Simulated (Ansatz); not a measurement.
# CoPtO2 (R-3m) in Ansatz: further runs

One crystal, CoPtO2, is run at these levels: PBEsol; tasks: single point.

Everything below comes from runs of Ansatz 0.2.0. Logs are shortened: lines on timing, memory, paths and dates and some standing lists are left out, and cuts for length are marked.

## (1) Starting point

The structure is trigonal, space group R-3m (No. 166). Conventional cell: a = 2.825 Å, b = 2.825 Å, c = 17.818 Å, α = 90.00°, β = 90.00°, γ = 120.00°. Pt (site symmetry -3m) is surrounded by 2 O at 2.00 Å. Co (site symmetry -3m) has 6 O at 1.90 Å as nearest neighbours. Around O (site symmetry 3m) lie 3 Co at 1.90 Å and 1 Pt at 2.00 Å.

The cell is a database's computed one.

## (2) Single point, PBEsol, collinear spin, random start

Input file input.yaml:

```yaml
crystal:
  lattice:
    - [1.4122699173, 0.8153744169, 5.9393891094]
    - [-1.4122699173, 0.8153744169, 5.9393891094]
    - [0.0, -1.6307488338, 5.9393891094]
  atoms:
    - { symbol: Pt, position: [0.0, 0.0, 0.0] }
    - { symbol: Co, position: [0.5, 0.5, 0.5], spin: 0.19 }
    - { symbol: O, position: [0.11224403, 0.11224403, 0.11224403] }
    - { symbol: O, position: [0.88775597, 0.88775597, 0.88775597] }
hamiltonian:
  xc: pbesol
  pseudopotentials: { kind: paw }
magnetization:
  spin_polarized: true
kpoints:
  mp_grid: { grid: [11, 11, 11] }
scf:
  occupations: { method: fermi_dirac, width: 0.05 }
output:
  forces: true
  stress: true
  eigenvalues: true
  write_density: true
  write_potential: true
  elf: true
  volumetric_format: npy
```

Potentials or basis: Ansatz PAW.

On the command line:

```console
ansatz run input.yaml --threads 2 --pin off --max-ram 5632MiB --backend cpu --events-out ev --progress --plain --runs-dir out
```

Log:

```text
Warning: RAYON_NUM_THREADS=2 ignored (pool sized by the plan → 2); use --threads N
basis.fft_grid_basis auto: the FFT boxes are laid along the combinations [[1, -1, 0], [0, 1, 0], [0, -1, 1]] of the cell's own vectors, 2.825, 6.159 and 2.825 Å long. The dense box has 20×45×20 points. Along the cell's own vectors, as sized, it would have 45×45×45, 5.06 times as many. Of the 12 symmetry operations that the crystal satisfies within crystal.symmetry.tolerance (time reversal apart; of a slab, those that keep its plane) the dense box along the cell's own vectors carries 12, and the one as laid loses 8 of those. basis.fft_grid_basis: typed keeps the cell's own vectors: state it where this run's energies or levels are differenced outside the engine with another run's, or held beside a run that keeps those vectors. Those combinations have planes normal to reciprocal vector 3, as the cell's own vectors have. Each planar average written beside output.write_density, output.write_potential has a row for each plane of the box: 20. The volumetric files lie along those combinations, not along the cell's own vectors: a cube or XSF file states them, and fields.json those of NumPy files.
Engine: ansatz 0.2.0, x86_64-unknown-linux-gnu
Pseudopotentials: kind: paw
Pseudopotential: Pt, paw, valence charge 18, recommended cutoff 420 eV (normal), Pt.paw.azcp
Pseudopotential: Co, paw, valence charge 17, recommended cutoff 420 eV (normal), Co.paw.azcp
Pseudopotential: O, paw, valence charge 6, recommended cutoff 420 eV (normal), O.paw.azcp
Functional definition: PBEsol
  exchange = pbesol_x
  correlation = pbesol_c
Crystal: 4 atoms, lattice volume = 41.036 Å³
Basis set: ecut = 420 eV, 805 PW (Γ), FFT grids on a1−a2, a2, −a2+a3, exchange–correlation on 40×90×40 points (8 copies of the dense FFT grid, shifted against one another)
Bands: 29, of which v1, the nominal top of the filled ones, is band 24 counted from 1 (23 counted from 0)
Symmetry: 12 space group operations
Space group: R-3m (ITA 166), of the structure as read, at distance tolerance 3.4e-5 Å
Magnetic group: BNS 166.97 (UNI 1327), of the structure as read, at distance tolerance 3.4e-5 Å
k-points: 146 of 1331
Non-local potential: Pt, projectors of the file, l = 0: 3, l = 1: 2, l = 2: 2, l = 3: 1
Non-local potential: Co, projectors of the file, l = 0: 3, l = 1: 2, l = 2: 3, l = 3: 1
Non-local potential: O, projectors of the file, l = 0: 2, l = 1: 2, l = 2: 1
PAW form: soft (Blöchl's): semilocal exchange-correlation on the pseudo side does not see the compensation charge
PAW frozen core: Pt, regenerated for the run's functional, and the local potential with it (the file was generated under x = pbe(κ = 0.804, μ = 0.2195149727645171), c = pbe(β = 0.06672455060314922))
PAW frozen core: Co, regenerated for the run's functional, and the local potential with it (the file was generated under x = pbe(κ = 0.804, μ = 0.2195149727645171), c = pbe(β = 0.06672455060314922))
PAW frozen core: O, regenerated for the run's functional, and the local potential with it (the file was generated under x = pbe(κ = 0.804, μ = 0.2195149727645171), c = pbe(β = 0.06672455060314922))
PAW one-centre angular grid: Pt, 590 points (default); XC on 64 Gauss nodes
PAW one-centre angular grid: Co, 590 points (default); XC on 64 Gauss nodes
PAW one-centre angular grid: O, 110 points (default); XC on 64 Gauss nodes
Initial density: superposition of atomic densities (chi_scale 0.1, normalization cell, long waves kept (reshape's long-wave potential 0.28 eV rms))
Starting moments: Σ|m| = 0.19 μB on 1 of 4 sites
Initial wavefunctions: pseudopotential atomic-orbital guess
Functional: x = pbesol(κ = 0.804, μ = 0.12345679012345678), c = pbesol(β = 0.046)
SCF iter   1: F=—  HF=-18595.169215 eV  |F-HF|=—  |Δ(HF+E_count)|=         —  Δρ=8.13e-2 (↑6.56e-2 ↓8.13e-2)  dr2=5.60e0  dr2_m=6.11e-2  M=0.000 μB ∫|m|=0.021 μB  β_m=0.30  ethr=3.10e-3  ⟨swp⟩=5.4  Hψ=30260  notcnv=0
Mixer restart at iter 1: flushing history
preconditioner: auto → none  [insulator: Δε(μ)=0.339 eV  Ē_g=10.533 eV  σ=0.050 eV  W_gap=0.90  n_scr=16 (ndim 8)  ℏωp=32.3 eV  f_vac=0.000  D(μ)=0.17/eV (n_scr^D=0)  ε∞_Penn≈10.4]
SCF iter   2: F=—  HF=-18597.153247 eV  |F-HF|=—  |Δ(HF+E_count)|=    1.98e0  Δρ=5.68e-2 (↑5.68e-2 ↓4.52e-2)  dr2=2.38e0  dr2_m=2.59e-2  M=0.011 μB ∫|m|=0.026 μB  β_m=0.27  ethr=3.10e-3  ⟨swp⟩=3.0  Hψ=20038  notcnv=0  defer=51
SCF iter   3: F=—  HF=-18596.301957 eV  |F-HF|=—  |Δ(HF+E_count)|=   8.51e-1  Δρ=3.46e-2 (↑2.97e-2 ↓3.46e-2)  dr2=8.61e-1  dr2_m=2.08e-2  M=0.004 μB ∫|m|=0.017 μB  β_m=0.32  ethr=3.10e-3  ⟨swp⟩=2.0  Hψ=13982  notcnv=0  defer=157
SCF iter   4: F=—  HF=-18596.791596 eV  |F-HF|=—  |Δ(HF+E_count)|=   4.90e-1  Δρ=2.18e-2 (↑1.86e-2 ↓2.18e-2)  dr2=4.38e-1  dr2_m=8.04e-3  M=0.000 μB ∫|m|=0.010 μB  β_m=0.28  ethr=1.83e-3  ⟨swp⟩=2.1  Hψ=12355  notcnv=0  defer=22
SCF iter   5: F=—  HF=-18596.973683 eV  |F-HF|=—  |Δ(HF+E_count)|=   1.82e-1  Δρ=5.63e-3 (↑5.01e-3 ↓5.63e-3)  dr2=2.42e-2  dr2_m=1.35e-3  M=0.000 μB ∫|m|=0.006 μB  β_m=0.41  ethr=9.32e-4  ⟨swp⟩=2.0  Hψ=13063  notcnv=0  defer=125
SCF iter   6: F=—  HF=-18597.019792 eV  |F-HF|=—  |Δ(HF+E_count)|=   4.61e-2  Δρ=1.92e-3 (↑1.03e-3 ↓1.92e-3)  dr2=5.38e-3  dr2_m=1.50e-4  M=0.000 μB ∫|m|=0.003 μB  β_m=0.54  ethr=5.14e-5  ⟨swp⟩=2.0  Hψ=13875  notcnv=0  defer=132
SCF iter   7: F=—  HF=-18597.027832 eV  |F-HF|=—  |Δ(HF+E_count)|=   8.04e-3  Δρ=5.18e-4 (↑4.26e-4 ↓5.18e-4)  dr2=2.51e-4  dr2_m=1.48e-5  M=0.000 μB ∫|m|=0.001 μB  β_m=0.56  ethr=1.14e-5  ⟨swp⟩=2.5  Hψ=13402  notcnv=0  defer=52
SCF iter   8: F=—  HF=-18597.028284 eV  |F-HF|=—  |Δ(HF+E_count)|=   4.52e-4  Δρ=2.26e-4 (↑1.33e-4 ↓2.26e-4)  dr2=3.94e-5  dr2_m=1.80e-6  M=0.000 μB ∫|m|=0.001 μB  β_m=0.72  ethr=5.35e-7  ⟨swp⟩=2.2  Hψ=12720  notcnv=0  defer=30
SCF iter   9: F=—  HF=-18597.028400 eV  |F-HF|=—  |Δ(HF+E_count)|=   1.16e-4  Δρ=3.53e-5 (↑1.61e-5 ↓3.53e-5)  dr2=1.05e-6  dr2_m=4.75e-8  M=0.000 μB ∫|m|=0.000 μB  β_m=0.71  ethr=8.39e-8  ⟨swp⟩=2.0  Hψ=12462  notcnv=0  defer=30
SCF iter  10: F=—  HF=-18597.028400 eV  |F-HF|=—  |Δ(HF+E_count)|=   7.91e-8  Δρ=7.89e-6 (↑7.89e-6 ↓6.68e-6)  dr2=4.77e-8  dr2_m=1.14e-8  M=-0.000 μB ∫|m|=0.000 μB  β_m=0.74  ethr=2.23e-9  ⟨swp⟩=2.1  Hψ=12624  notcnv=0  defer=30
SCF iter  11: F=—  HF=-18597.028400 eV  |F-HF|=—  |Δ(HF+E_count)|=   1.64e-8  Δρ=4.46e-6 (↑4.46e-6 ↓2.76e-6)  dr2=7.22e-9  dr2_m=2.55e-9  M=-0.000 μB ∫|m|=0.000 μB  β_m=0.76  ethr=1.02e-10  ⟨swp⟩=2.0  Hψ=15024  notcnv=0  defer=30
SCF iter  12: F=—  HF=-18597.028400 eV  |F-HF|=—  |Δ(HF+E_count)|=   2.44e-9  Δρ=3.31e-6 (↑2.05e-6 ↓3.31e-6)  dr2=8.81e-9  dr2_m=3.88e-10  M=-0.000 μB ∫|m|=0.000 μB  β_m=0.62  ethr=1.54e-11  ⟨swp⟩=2.0  Hψ=15100  notcnv=0  defer=30
SCF iter  13: F=-18597.028400 eV  HF=-18597.028400 eV  |F-HF|=1.68e-9  |Δ(HF+E_count)|=   2.21e-9  Δρ=1.12e-6 (↑1.12e-6 ↓9.33e-7)  dr2=1.88e-9  dr2_m=9.88e-12  M=-0.000 μB ∫|m|=0.000 μB  ethr=1.54e-11  ⟨swp⟩=5.5  Hψ=45729  notcnv=0
SCF 1 converged in 13 iterations: F = -18597.028400 eV  dr2 = 1.88e-9
WARN: the starting moments were not kept: the SCF closed with an absolute magnetisation of 3.8e-6 μB, where they sum to 0.19 μB in size (1 site). That is at most 0.1 of that sum. Measured as dr2_m measures the in/out step, that magnetisation stands 6.5e-12 eV from none, at or under the dr2_threshold of 1.0e-7 eV: it is no larger than a step whose dr2_m would equal this threshold. The system may hold no moment; this SCF shows only that its start led to no more than that. To try another start: raise the starting moments (crystal.atoms[].spin, magnetization.per_species, magnetization.initial_magnetization, or on a non-collinear deck that types none of these the spinor_matrix: blocks that start its atoms; where the total moment is fixed, keep their sum and leave initial_magnetization as it is; typed ones take the place of any that the run laid by itself, positive ones on a crystal's lanthanoids without a Hubbard term where scf.initial_density.shell_occupations: [] is typed) or, if the notice of its spin-set hold's release reads "site moments contracting" or "site moments show no strong build", lengthen the hold (scf.mixing.spin_hold: { on: { confirm: 4 } }; for m-r²SCAN on two components see the key's manual first). Each may lead to a state that holds a moment. A second SCF, from the converged charge density, with the starting moments and any scf.initial_density.shell_occupations laid on it anew, would have followed, and was not run: the deck does not ask for one (magnetization.retry_lost_moments is false, the default). To let it run, set magnetization.retry_lost_moments: true and run the deck again, where that key's refused combinations let it; where memory then withholds it, that run's warning says so.
SCF converged after 13 iterations
Magnetization: -0.0000 μB (23.5000 up, 23.5000 down)
Absolute magnetization: 0.0000 μB (∫|ρ↑−ρ↓|, with the PAW one-centre terms)
Spin contamination: 0.0000 ħ² per cell (⟨S²⟩ above its minimum at these occupations)
Per-site moments (μB) at R_I (Å): [(-4.122523576375847e-7, 0.8249929496042441), (1.134600662346572e-6, 0.7826291999317879), (-6.814023817898102e-7, 0.782629199931788), (-6.814023817773271e-7, 0.7826291999317879)]
Free energy (F): -18597.028400 eV
Harris-Foulkes:  -18597.028400 eV  (|F-HF|=1.68e-9)
Internal energy: -18597.024188 eV  (E = F + TS)
E sigma→0 (E₀):  -18597.026294 eV
Entropy (-TS):   -0.004212 eV (-1.053 meV/atom)
Fermi energy:    16.463236 eV
--- Per-component energies (eV) ---
  E_band       = -479.272908
  E_kinetic    = 1436.594718
  E_local      = -5686.301716  (includes V_loc(G=0)·N_el)
  E_nonlocal   = 757.226912
  E_hartree    = 2274.391558
  E_xc         = -561.463521
  E_vxc        = -690.971637  (∫ρ·V_xc dr)
  E_paw        = -11101.271847  (= ΣΔE_a)
  E_vpaw       = -844.611696  (= ΣTr[D̂ρ^β])
  E_aug_tail   = 0.004945  (compensation charges beyond the density's cutoff)
  E_ewald      = -5716.751213
  E_core_change = 0.545976  (= ΣΔE_core)
  E_smearing   = -0.004212  (= −TS)
  E_closure    = 0.000000  (closes the sum)
  Σ components = -18597.028400   (vs F -18597.028400, Δ=0.00e0)
--- Forces (eV/Å), atoms counted from 1 ---
  atom   1  Pt     0.00000000     0.00000000     0.00000000
  atom   2  Co     0.00000000     0.00000000     0.00000000
  atom   3  O     -0.00000000    -0.00000000    -0.01208479
  atom   4  O      0.00000000     0.00000000     0.01208479
  max |Σ_I F_I| component: 1.14e-30 eV/Å
--- Stress (GPa, compression-positive) ---
       -3.813882       0.000000       0.000000
        0.000000      -3.813882       0.000000
        0.000000       0.000000      -6.384356
  P = ⅓ Tr σ = -4.6707 GPa (-46.707 kbar)
--- Band table (eV; the first three rows and the last of 292) ---
  k-point 0 ↑: bands = ["-82.3097", "-78.9575", "-42.3771", "-42.3771", "-42.3540", "-36.8937", "-36.1415", "-36.1415", "-5.1978", "-3.2259", "6.6385", "9.3147", "9.8163", "9.8163", "11.7762", "13.0681", "13.0681", "13.2538", "13.2538", "14.5324", "14.5324", "14.8239", "14.8239", "14.9544", "18.2880", "18.2880", "19.1409", "21.7814", "25.2726"]
  k-point 1 ↑: bands = ["-82.3084", "-78.9569", "-42.3834", "-42.3786", "-42.3530", "-36.8910", "-36.1647", "-36.1472", "-5.0991", "-3.2175", "6.7633", "9.5260", "9.5565", "9.8621", "12.0117", "12.5517", "12.7857", "13.1501", "13.4758", "14.4005", "14.5677", "14.8072", "14.9988", "15.0086", "18.0949", "18.2082", "19.2784", "22.2835", "25.5010"]
  k-point 2 ↑: bands = ["-82.3049", "-78.9552", "-42.4005", "-42.3826", "-42.3503", "-36.8836", "-36.2267", "-36.1627", "-4.8219", "-3.1986", "7.0962", "9.0316", "9.9857", "10.0761", "11.5671", "12.2737", "12.2791", "12.9650", "13.9411", "14.0474", "14.5583", "14.8377", "15.1941", "15.3714", "17.7058", "18.0134", "19.5474", "23.4607", "26.1298"]
  k-point 145 ↓: bands = ["-82.3084", "-78.9569", "-42.3834", "-42.3786", "-42.3530", "-36.8911", "-36.1647", "-36.1472", "-4.8536", "-3.6026", "8.3770", "8.8454", "9.7465", "10.0030", "10.4046", "11.8816", "12.2215", "13.1265", "13.4634", "14.5920", "14.6754", "15.4091", "15.7168", "15.7524", "17.6351", "17.7996", "20.3998", "21.3111", "25.3449"]
```

Run time: 14 s. Hardware: 2 threads of AMD EPYC 7R43 (Zen 3), shared host; peak memory 0.6 GiB.

Results:

```yaml
Free_energy: -18597.0284 eV
Pressure: -4.7 GPa
Largest_force: 0.012 eV/Å
Band_gap_on_the_k_mesh: none (metal or under the smearing width)
Net_moment: 0.00 μB per cell
Absolute_moment: 0.00 μB per cell
```

Forces in eV/Å, atoms in the order of the input:
```
Pt   0.000  0.000  0.000
Co   0.000  0.000  0.000
O    0.000  0.000 -0.012
O    0.000  0.000  0.012
```

Stress tensor (GPa, compression positive):
```
-3.81  0.00  0.00
 0.00 -3.81  0.00
 0.00  0.00 -6.38
```

Caveat: the pressure holds a Pulay correction of +0.7 GPa for the finite cutoff; semilocal functionals often make such compounds metallic where correlation or magnetic order opens a gap, which also shifts bond lengths; the PAW data sets come from PBE, with cores solved anew for the run's functional, which leaves a small shift of forces and pressure; the starting moments weren't kept. The run has no spin-orbit coupling, so splittings on Pt are missing.

## (3) Single point, PBEsol, collinear spin, ferromagnetic start

input.yaml: that of step 2 with these lines changed.

```diff
@@ -7,3 +7,3 @@
     - { symbol: Pt, position: [0.0, 0.0, 0.0] }
-    - { symbol: Co, position: [0.5, 0.5, 0.5], spin: 0.19 }
+    - { symbol: Co, position: [0.5, 0.5, 0.5], spin: 3.5 }
     - { symbol: O, position: [0.11224403, 0.11224403, 0.11224403] }
```

Potentials or basis: Ansatz PAW.

On the command line:

```console
ansatz run input.yaml --threads 2 --pin off --max-ram 5632MiB --backend cpu --events-out ev --progress --plain --runs-dir out
```

Run time: 15 s. Hardware: 2 threads of AMD EPYC 7R43 (Zen 3), shared host; peak memory 0.61 GiB.

It converged, with:

```
Free energy            : -18597.0284 eV
Pressure               : -4.7 GPa
Largest force          : 0.012 eV/Å
Band gap on the k mesh : none (metal or under the smearing width)
Net moment             : 0.00 μB per cell
Absolute moment        : 0.00 μB per cell
```

Forces on the atoms (eV/Å):
```
Pt   0.000  0.000  0.000
Co   0.000  0.000  0.000
O    0.000  0.000 -0.012
O    0.000  0.000  0.012
```

Stress tensor (GPa, compression positive):
```
-3.81  0.00  0.00
 0.00 -3.81  0.00
 0.00  0.00 -6.38
```

Levels at points of the mesh, in eV from the Fermi level:
Spin up:
| k point | band 20 | band 21 | band 22 | band 23 | band 24 | band 25 | band 26 | band 27 | band 28 | band 29 |
| --- | --- | --- | --- | --- | --- | --- | --- | --- | --- | --- |
| (0.00, 0.00, 0.00) | -1.93 | -1.93 | -1.64 | -1.64 | -1.51 | 1.82 | 1.82 | 2.68 | 5.32 | 8.81 |
Spin down:
```csv
k point,band 20,band 21,band 22,band 23,band 24,band 25,band 26,band 27,band 28,band 29
"(0.00, 0.00, 0.00)",-1.93,-1.93,-1.64,-1.64,-1.51,1.82,1.82,2.68,5.32,8.81
```

Caveat: the starting moments collapsed, and a magnetic state may lie lower; the pressure holds a Pulay correction of +0.7 GPa for the finite cutoff; semilocal functionals often make such compounds metallic where correlation or magnetic order opens a gap, which also shifts bond lengths; the PAW data sets come from PBE, with cores solved anew for the run's functional, which leaves a small shift of forces and pressure; the starting moments weren't kept. The run has no spin-orbit coupling, so splittings on Pt are missing.

[end of part 1 of 2]
